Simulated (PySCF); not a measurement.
Molecule: `InChI=1S/C3H6O/c1-2-3-4/h3H,2H2,1H3`.

Numbering as in the mapped SMILES `[CH3:1][CH2:2][CH:3]=[O:4]`. Hydrogens are named by the atom that carries them.

Geometry PBE0-D3(BJ)/def2-SVP throughout; GIAO in PySCF 2.14.0 with density-fitted response routines, gas phase, one conformer, non-relativistic; equivalent atoms averaged; basis pcSseg-2.

For orientation, OPBE gives these shifts δ (against TMS, H2O at the same level): C3 202.8, C2 44.1, C1 8.0, O4 642.9, H(C3) 10.45, H(C2) 2.56, H(C1) 0.94 ppm.

A run gave: C3 217.8, C2 42.4, C1 7.1, O4 681.9, H(C3) 9.96, H(C2) 2.40, H(C1) 0.99 ppm (shifts δ (against TMS, H2O at the same level)).

**Question.** Which functional was used in that run?
A. mPW1PW91
B. LDA
C. KT2
D. BHandHLYP
E. LC-wPBE

**Answer.** E. O4 tells them apart best: LC-wPBE gives 681.9, BHandHLYP gives 676.6, LDA gives 698.5, KT2 gives 619.6, mPW1PW91 gives 676.0 ppm.
